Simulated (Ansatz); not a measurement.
What a trial cell of LiCl relaxes into

All numbers below come from Ansatz 0.2.0, DFT PBE, scalar-relativistic, plane waves, PAW.

The start puts LiCl on the hexagonal BN structure type (P6_3/mmc, No. 194), with Li in place of B, Cl in place of N, at a guessed volume.

Input of the last, converged step (default PAW datasets):

```yaml
crystal:
  lattice:
    - [4.1906797098, 0.0, 0.0]
    - [-2.0953398549, 3.6292350878, 0.0]
    - [0.0, 0.0, 5.31874714]
  atoms:
    - { symbol: Li, position: [0.3333333333, 0.6666666667, 0.25] }
    - { symbol: Li, position: [0.6666666667, 0.3333333333, 0.75] }
    - { symbol: Cl, position: [0.3333333333, 0.6666666667, 0.75] }
    - { symbol: Cl, position: [0.6666666667, 0.3333333333, 0.25] }
basis:
  ecutwfc: 420
kpoints:
  mp_grid: { grid: [6, 6, 4] }
hamiltonian:
  xc: pbe
scf:
  occupations: { method: gaussian, width: 0.02 }
output:
  forces: true
  stress: true
  eigenvalues: true
  write_density: true
  write_potential: true
  elf: true
  volumetric_format: npy
relax:
  adjacent_minimum: "off"
  f_tol: 0.01
  max_steps: 80
  cell: { stress_tol: 0.05 }
```

Launched as:

```bash
ansatz run input.yaml --threads 1 --pin off --max-ram 2560MiB --backend cpu --events-out ev --progress --plain --runs-dir out
```

Time: 6.7 s on 1 thread of Arm Neoverse V2, on a shared host, peak memory 0.32 GiB.

The program printed at the end:

```
SCF converged after 5 iterations
Free energy (F): -2575.685908 eV
Harris-Foulkes:  -2575.685908 eV  (|F-HF|=1.55e-10)
Internal energy: -2575.685908 eV  (E = F + TS)
E sigma→0 (E₀):  -2575.685908 eV
Fermi energy:    3.242066 eV
--- Per-component energies (eV) ---
  E_band       = -232.979922
  E_kinetic    = 367.176083
  E_local      = -785.143210  (includes V_loc(G=0)·N_el)
  E_nonlocal   = -9.438357
  E_hartree    = 243.651741
  E_xc         = -237.021822
  E_vxc        = -273.362592  (∫ρ·V_xc dr)
  E_paw        = -1360.899565  (= ΣΔE_a)
  E_vpaw       = -19.515447  (= ΣTr[D̂ρ^β])
  E_aug_tail   = 0.000194  (compensation charges beyond the density's cutoff)
  E_ewald      = -794.010972
  E_smearing   =  0.000000  (= −TS)
  E_closure    =  0.000000  (closes the sum)
  Σ components = -2575.685908   (vs F -2575.685908, Δ=0.00e0)
--- Forces (eV/Å), atoms counted from 1 ---
  atom   1  Li     0.00000000     0.00000000     0.00000000
  atom   2  Li     0.00000000     0.00000000     0.00000000
  atom   3  Cl     0.00000000     0.00000000     0.00000000
  atom   4  Cl     0.00000000     0.00000000     0.00000000
  max |Σ_I F_I| component: 9.25e-18 eV/Å
--- Stress (GPa, compression-positive) ---
        0.016732       0.000000       0.000000
        0.000000       0.016732       0.000000
        0.000000       0.000000      -0.013187
  P = ⅓ Tr σ = 0.0068 GPa (0.068 kbar)
--- Relaxed structure (3 steps of the walk, 3 accepted, 1 SCFs on fresh bases) ---
  F+E_penalty+E_count = -2575.68590781 eV   max|allowed force component| = 1.110e-16 eV/Å   (the final SCF, on the basis selected at the relaxed cell)
  cell:  # Å, volume = 80.3233 Å³
    - [4.184796, 0.0, 0.0]
    - [-2.092398, 3.624140, 0.0]
    - [0.0, 0.0, 5.296176]
  atoms:
    - { symbol: Li, position: [0.333333, 0.666667, 0.25] }
    - { symbol: Li, position: [0.666667, 0.333333, 0.75] }
    - { symbol: Cl, position: [0.333333, 0.666667, 0.75] }
    - { symbol: Cl, position: [0.666667, 0.333333, 0.25] }
```

Absolute energies hang on the potentials; compare differences alone.

The result has space group P6_3/mmc (No. 194). Li has 3 Cl at 2.42 Å and 2 Cl at 2.65 Å; Cl has 3 Li at 2.42 Å and 2 Li at 2.65 Å.

Against the elements it lies at -1.856 eV/atom. Formation energies are uncorrected and refer to the elements' standard structures at the same level (Cl₂ as a molecule).

A later test with randomly moved atoms came back to it.